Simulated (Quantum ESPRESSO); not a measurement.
**BN: zone-centre phonons and dielectric response under several settings**

```
CELL_PARAMETERS angstrom
2.55394 0.00000 0.00000
-1.27697 2.21178 0.00000
0.00000 0.00000 4.22685
ATOMIC_POSITIONS crystal
N 0.33333 0.66667 0.12528
N 0.66667 0.33333 0.62528
B 0.33333 0.66667 0.49972
B 0.66667 0.33333 0.99972
```

Measurements of this composition are mostly on another form, of space group No. 194.

All runs used Quantum ESPRESSO 7.5; k mesh 8 × 8 × 4, shifted; given cell, atoms relaxed; no spin polarisation; occupations smeared at first, fixed for the response.

| level | potentials | cutoff (eV) | pressure (GPa) | lowest optical mode without the field (cm⁻¹) | highest optical mode without the field (cm⁻¹) | highest mode with the field (cm⁻¹) | ε∞ (mean) | ε0 (mean) | Born charge of atom 1 (e) | sum of the Born charges (e) |
| --- | --- | --- | --- | --- | --- | --- | --- | --- | --- | --- |
| PBE | GBRV 1.5 PBE | 612 | -0.1 | 473 | 1111 | 1246 | 4.62 | 6.9 | -1.89 | -0.01 |
| PBE | JTH 2.0 PBE | 707 | ? | ? | ? | ? | ? | ? | ? | ? |
| PBE | SSSP 1.3 efficiency PBE | 816 | -1.4 | 473 | 1110 | 1242 | 4.62 | 6.9 | -1.87 | 0.03 |
| PBE | PseudoDojo 0.4.1 SR PBE standard | 1143 | -0.4 | 473 | 1112 | 1249 | 4.57 | 6.8 | -1.88 | -0.01 |
| PBE | PseudoDojo 0.4 SR PBE stringent | 1143 | -0.4 | 473 | 1112 | 1249 | 4.57 | 6.8 | -1.88 | -0.01 |
| PBE | SPMS 1.0 PBE | 1197 | -1.0 | 474 | 1112 | 1247 | 4.57 | 6.8 | -1.88 | -0.01 |

What stands in the row left open?

Pressure -0.3 GPa; lowest optical mode without the field 471 cm⁻¹; highest optical mode without the field 1110 cm⁻¹; highest mode with the field 1246 cm⁻¹; ε∞ 4.64; ε0 6.9; Born charge of atom 1 -1.88 e; sum of the Born charges -0.01 e.

Caveats: before the sum rule the acoustic modes lie tens of cm⁻¹ from zero, a sign that the density grid also shifts the optical modes (some runs).

For the row left open. Caveat: before the sum rule the acoustic modes lie tens of cm⁻¹ from zero, a sign that the density grid also shifts the optical modes.
